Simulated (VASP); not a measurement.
# Pd in VASP: single point with PBEsol

Aim: the single point of Pd with PBEsol.

All numbers are computed with VASP 6.6.1; they aren't measurements. Logs are shortened: lines on timing, memory, paths and dates and some standing lists are left out, and cuts for length are marked.

### 1 The structure

The cell holds a slab with vacuum, 9 atoms: a = 2.751 Å, b = 2.751 Å, c = 32.560 Å, α = 90.00°, β = 90.00°, γ = 90.00°.

The cell was built by a generator and needn't be a form met in nature.

### 2 Single point, PBEsol

INCAR reads:

```
  PREC = Accurate
  ENCUT = 520
  EDIFF = 1E-6
  ISMEAR = 0
  SIGMA = 0.1
  LREAL = False
  LASPH = True
  NELM = 100
  ALGO = Fast
  ISIF = 2
  LWAVE = False
  LCHARG = True
  LDIPOL = True
  IDIPOL = 3
  DIPOL = 0.5 0.5 0.500
  GGA = PS
  LELF = True
  LVHAR = True
  LVACPOTAV = True
  NBANDS = 55
```

KPOINTS reads:

```
Automatic mesh
0
Gamma
  16 16 1
```

POSCAR reads:

```
Pd
1.0
    2.7506453788      0.0000000000      0.0000000000
    0.0000000000      2.7506453788      0.0000000000
    0.0000000000      0.0000000000     32.5600000000
Pd
9
Direct
    0.0000000000      0.0000000000      0.2643439257
    0.5000000000      0.5000000000      0.3226152823
    0.0000000000      0.0000000000      0.3816087758
    0.5000000000      0.5000000000      0.4407438412
    0.0000000000      0.0000000000      0.4999999998
    0.5000000000      0.5000000000      0.5592561583
    0.0000000000      0.0000000000      0.6183912235
    0.5000000000      0.5000000000      0.6773847190
    0.0000000000      0.0000000000      0.7356560743
```

Potentials or basis: VASP PAW PBE potentials, release 64 (Pd).

The run is started by

```sh
$ cat potpaw_PBE.64/Pd/POTCAR > POTCAR
$ mpirun -np 1 vasp_std > vasp.out
```

OUTCAR:

```text
PREC = Accurate
   ENCUT = 520
   EDIFF = 1E-6
   ISMEAR = 0
   LREAL = False
   LASPH = True
   NELM = 100
   ISIF = 2
   GGA = PS

 ion  position               nearest neighbor table
   1  0.000  0.000  0.264-   2 2.72   2 2.72   2 2.72   2 2.72
   2  0.500  0.500  0.323-   1 2.72   1 2.72   1 2.72   1 2.72   3 2.73   3 2.73   3 2.73   3 2.73

   3  0.000  0.000  0.382-   2 2.73   2 2.73   2 2.73   2 2.73   4 2.74   4 2.74   4 2.74   4 2.74

   4  0.500  0.500  0.441-   3 2.74   3 2.74   3 2.74   3 2.74   5 2.74   5 2.74   5 2.74   5 2.74

   5  0.000  0.000  0.500-   6 2.74   6 2.74   6 2.74   6 2.74   4 2.74   4 2.74   4 2.74   4 2.74

   6  0.500  0.500  0.559-   7 2.74   7 2.74   7 2.74   7 2.74   5 2.74   5 2.74   5 2.74   5 2.74

   7  0.000  0.000  0.618-   8 2.73   8 2.73   8 2.73   8 2.73   6 2.74   6 2.74   6 2.74   6 2.74

   8  0.500  0.500  0.677-   9 2.72   9 2.72   9 2.72   9 2.72   7 2.73   7 2.73   7 2.73   7 2.73

   9  0.000  0.000  0.736-   8 2.72   8 2.72   8 2.72   8 2.72

  LATTYP: Found a simple tetragonal cell.
 ALAT       =     2.7506453788
 C/A-ratio  =    11.8372220029

  Lattice vectors:

 A1 = (   2.7506453788,   0.0000000000,   0.0000000000)
 A2 = (   0.0000000000,   2.7506453788,   0.0000000000)
 A3 = (   0.0000000000,   0.0000000000,  32.5600000000)

Analysis of symmetry for initial positions (statically):
=====================================================================
 Subroutine PRICEL returns:
 Original cell was already a primitive cell.

 Routine SETGRP: Setting up the symmetry group for a
 simple tetragonal supercell.

 Subroutine GETGRP returns: Found 16 space group operations
 (whereof 16 operations were pure point group operations)
 out of a pool of 16 trial point group operations.

The static configuration has the point symmetry D_4h.

Analysis of symmetry for dynamics (positions and initial velocities):
=====================================================================
 Subroutine PRICEL returns:
 Original cell was already a primitive cell.

 Routine SETGRP: Setting up the symmetry group for a
 simple tetragonal supercell.

 Subroutine GETGRP returns: Found 16 space group operations
 (whereof 16 operations were pure point group operations)
 out of a pool of 16 trial point group operations.

The dynamic configuration has the point symmetry D_4h.

 Subroutine INISYM returns: Found 16 space group operations
 (whereof 16 operations are pure point group operations),
 and found     1 'primitive' translations

----------------------------------------------------------------------------------------

                                     Primitive cell

  volume of cell :     246.3506

  direct lattice vectors                    reciprocal lattice vectors
     2.750645379  0.000000000  0.000000000     0.363551044  0.000000000  0.000000000
     0.000000000  2.750645379  0.000000000     0.000000000  0.363551044  0.000000000
     0.000000000  0.000000000 32.560000000     0.000000000  0.000000000  0.030712531

  length of vectors
     2.750645379  2.750645379 32.560000000     0.363551044  0.363551044  0.030712531

  position of ions in fractional coordinates (direct lattice)
     0.000000000  0.000000000  0.264343926
     0.500000000  0.500000000  0.322615282
     0.000000000  0.000000000  0.381608776
     0.500000000  0.500000000  0.440743841
     0.000000000  0.000000000  0.500000000
     0.500000000  0.500000000  0.559256158
     0.000000000  0.000000000  0.618391223
     0.500000000  0.500000000  0.677384719
     0.000000000  0.000000000  0.735656074

  ion indices of the primitive-cell ions
   primitive index   ion index
                 1           1
                 2           2
                 3           3
                 4           4
                 5           5
                 6           6
                 7           7
                 8           8
                 9           9

----------------------------------------------------------------------------------------

 KPOINTS: Automatic mesh

Automatic generation of k-mesh.
 Grid dimensions read from file:
 generate k-points for:   16   16    1

 Generating k-lattice:

  Cartesian coordinates                     Fractional coordinates (reciprocal lattice)
     0.022721940  0.000000000  0.000000000     0.062500000  0.000000000  0.000000000
     0.000000000  0.022721940  0.000000000     0.000000000  0.062500000  0.000000000
     0.000000000  0.000000000  0.030712531     0.000000000  0.000000000  1.000000000

  Length of vectors
     0.022721940  0.022721940  0.030712531

  Shift w.r.t. Gamma in fractional coordinates (k-lattice)
     0.000000000  0.000000000  0.000000000

 Subroutine IBZKPT returns following result:
 ===========================================

 Found     45 irreducible k-points:

 Following reciprocal coordinates:
            Coordinates               Weight
  0.000000  0.000000  0.000000      1.000000
  0.062500  0.000000  0.000000      4.000000
  0.125000  0.000000  0.000000      4.000000
  0.187500  0.000000  0.000000      4.000000
  0.250000  0.000000  0.000000      4.000000
  0.312500  0.000000  0.000000      4.000000
[... 16 lines left out ...]
  0.437500  0.125000  0.000000      8.000000
  0.500000  0.125000  0.000000      4.000000
 [... further k-points ...]
   k-points           NKPTS =     45   k-points in BZ     NKDIM =     45   number of bands    NBANDS=     55
   number of dos      NEDOS =    301   number of ions     NIONS =      9
   total plane-waves  NPLWV = 100000
   dimension x,y,z NGX =    20 NGY =   20 NGZ =  250
   dimension x,y,z NGXF=    40 NGYF=   40 NGZF=  500
   ions per type =               9
   NGX,Y,Z   is equivalent  to a cutoff of  12.09, 12.09, 12.76 a.u.
   NGXF,Y,Z  is equivalent  to a cutoff of  24.18, 24.18, 25.53 a.u.
 SYSTEM =  unknown system
   PREC   = accura    normal or accurate (medium, high low for compatibility)
   ISTART =      0    job   : 0-new  1-cont  2-samecut
   ICHARG =      2    charge: 1-file 2-atom 10-const
   ISPIN  =      1    spin polarized calculation?
   LNONCOLLINEAR =      F non collinear calculations
   LSORBIT =      F    spin-orbit coupling
   LASPH  =      T    aspherical Exc in radial PAW
   ENCUT  =  520.0 eV  38.22 Ry    6.18 a.u.   5.11  5.11 60.54*2*pi/ulx,y,z
   NELM   =    100;   NELMIN=  2; NELMDL= -5     # of ELM steps
   EDIFF  = 0.1E-05   stopping-criterion for ELM
   LREAL  =      F    real-space projection
   EDIFFG = 0.1E-04   stopping-criterion for IOM
   NSW    =      0    number of steps for IOM
   IBRION =     -1    ionic relax: 0-MD 1-quasi-New 2-CG
   NFREE  =      0    steps in history (QN), initial steepest desc. (CG)
   ISIF   =      2    stress and relaxation
   ISYM   =      2    0-nonsym 1-usesym 2-fastsym
   POTIM  = 0.5000    time-step for ionic-motion
   TEBEG  =    0.0;   TEEND  =   0.0 temperature during run
   PSTRESS=    0.0 pullay stress
   NELECT =      90.0000    total number of electrons
   NUPDOWN=      -1.0000    fix difference up-down
   EMIN   =  10.00;   EMAX   =-10.00  energy-range for DOS
   EFERMI =   0.00;   METHOD = LEGACY
   ISMEAR =     0;   SIGMA  =   0.10  broadening in eV -4-tet -1-fermi 0-gaus
   EFERMI_NEDOS =   21; number of points for ismear=-14 and -15
   IALGO  =     68    algorithm
   IMIX   =      4    mixing-type and parameters
     AMIX     =   0.40;   BMIX     =  1.00
     AMIX_MAG =   1.60;   BMIX_MAG =  1.00
  volume/ion in A,a.u.               =      27.37       184.72
  Fermi-wavevector in a.u.,A,eV,Ry     =   1.170320  2.211583 18.635191  1.369648
  Thomas-Fermi vector in A             =   2.306780
   LORBIT       =      0    0 simple, 1 ext, 2 COOP (PROOUT), +10 PAW based schemes
   GGA     = PS    functional components
   LHFCALC =     F    Hartree Fock is set to
   AEXX    =    0.0000 exact exchange contribution
   IVDW    =     0    specifies the selected vdW correction
   LEPSILON=     F    determine dielectric tensor
   LRPA    =     F    only Hartree local field effects (RPA)
 non-spin polarized calculation
 RMM-DIIS sequential band-by-band and
 Gauss-broadening in eV      SIGMA  =   0.10
  energy-cutoff  :      520.00
  volume of cell :      246.35
 maximum number of plane-waves:      6688
   NGX = 11   NGY = 11   NGZ =121

 dipolmoment           0.000000      0.000000     -0.000000 electrons x Angstroem

 number of electron      90.0000053 magnetization

 dipolmoment           0.000000      0.000000      0.000000 electrons x Angstroem

 Free energy of the ion-electron system (eV)
  ---------------------------------------------------
  ext. energy  EPLUGINS =         0.00000000
  ---------------------------------------------------
  free energy    TOTEN  =       -51.88112585 eV

  energy without entropy =      -51.76784395  energy(sigma->0) =      -51.82448490

 E-fermi :   2.7977     XC(G=0):  -7.7133

 val. band max:        2.7962691926   @ k =   0.5000   0.3750   0.0000
 cond. band min:       2.8027189490   @ k =   0.4375   0.3125   0.0000
 fundamental gap:      0.0064497564
 Fermi energy:         2.7976999811

 k-point     1 :       0.0000    0.0000    0.0000
  band No.  band energies     occupation
      1      -4.4057      2.00000
      2      -4.0052      2.00000
      3      -3.3676      2.00000
      4      -2.6788      2.00000
      5      -2.6703      2.00000
      6      -2.4685      2.00000
[... 47 lines left out ...]
     54       5.1895      0.00000
     55       5.8857      0.00000

 k-point     2 :       0.0625    0.0000    0.0000
  band No.  band energies     occupation
      1      -4.3120      2.00000
      2      -3.9169      2.00000
      3      -3.2881      2.00000
      4      -2.6096      2.00000
      5      -2.6093      2.00000
      6      -2.4067      2.00000
[... 47 lines left out ...]
     54       5.4972      0.00000
     55       6.2427      0.00000
[... 1216 lines left out ...]
     54       6.6761      0.00000
     55       8.6058      0.00000

 k-point    24 :       0.5000    0.1250    0.0000
  band No.  band energies     occupation
      1      -2.3024      2.00000
      2      -2.3001      2.00000
      3      -2.1184      2.00000
      4      -2.1064      2.00000
      5      -1.7904      2.00000
      6      -1.7620      2.00000
[... 47 lines left out ...]
     54       5.5339      0.00000
     55       8.4123      0.00000

 [... further k-points ...]

------------------------ aborting loop because EDIFF is reached ----------------------------------------

  FORCE on cell =-STRESS in cart. coord.  units (eV):
  Direction    XX          YY          ZZ          XY          YZ          ZX
  --------------------------------------------------------------------------------------
  -------------------------------------------------------------------------------------
  Total       -3.0154550     -3.0154550     -0.2897045      0.0000000     -0.0000000     -0.0000000
  in kB      -19.6114557    -19.6114557     -1.8841362      0.0000000     -0.0000000     -0.0000000
  external PRESSURE =     -13.7023492 kB  Pullay stress =       0.0000000 kB

 VOLUME and BASIS-vectors are now :
 -----------------------------------------------------------------------------
  energy-cutoff  :      520.00
  volume of cell :      246.35
      direct lattice vectors                 reciprocal lattice vectors
     2.750645379  0.000000000  0.000000000     0.363551044  0.000000000  0.000000000
     0.000000000  2.750645379  0.000000000     0.000000000  0.363551044  0.000000000
     0.000000000  0.000000000 32.560000000     0.000000000  0.000000000  0.030712531

 POSITION                                       TOTAL-FORCE (eV/Angst)
 -----------------------------------------------------------------------------------
      0.00000      0.00000      8.60704         0.000000      0.000000      0.016101
      1.37532      1.37532     10.50435         0.000000      0.000000     -0.002113
      0.00000      0.00000     12.42518         0.000000     -0.000000     -0.001048
      1.37532      1.37532     14.35062        -0.000000      0.000000      0.000157
      0.00000      0.00000     16.28000         0.000000     -0.000000      0.000000
      1.37532      1.37532     18.20938         0.000000     -0.000000     -0.000157
      0.00000      0.00000     20.13482         0.000000     -0.000000      0.001048
      1.37532      1.37532     22.05565         0.000000     -0.000000      0.002113
      0.00000      0.00000     23.95296        -0.000000      0.000000     -0.016101
 -----------------------------------------------------------------------------------
    total drift:                               -0.000000     -0.000000      0.000003

  FREE ENERGIE OF THE ION-ELECTRON SYSTEM (eV)
  ---------------------------------------------------
  free  energy   TOTEN  =       -51.8811258508 eV

  energy  without entropy=      -51.7678439545  energy(sigma->0) =      -51.82448490

 vacuum level on the upper side and lower side of the slab         8.022         8.022
```

It took 9.9 min on 1 thread of Intel Xeon 6975P-C (Granite Rapids), shared host; peak memory 0.57 GiB.

What came out:

```yaml
Free_energy: -51.8811 eV
Largest_force: 0.016 eV/Å
Band_gap_on_the_k_mesh: none (metal or under the smearing width)
Work_function_of_the_upper_face: 5.22 eV
Work_function_of_the_lower_face: 5.22 eV
```

Forces in eV/Å, atoms in the order of the input:
```
Pd   0.000  0.000  0.016
Pd   0.000  0.000 -0.002
Pd   0.000  0.000 -0.001
Pd   0.000  0.000  0.000
Pd   0.000  0.000  0.000
Pd   0.000  0.000  0.000
Pd   0.000  0.000  0.001
Pd   0.000  0.000  0.002
Pd   0.000  0.000 -0.016
```

Caveat: the PAW data sets were made with another functional, which shifts forces and pressure a little.
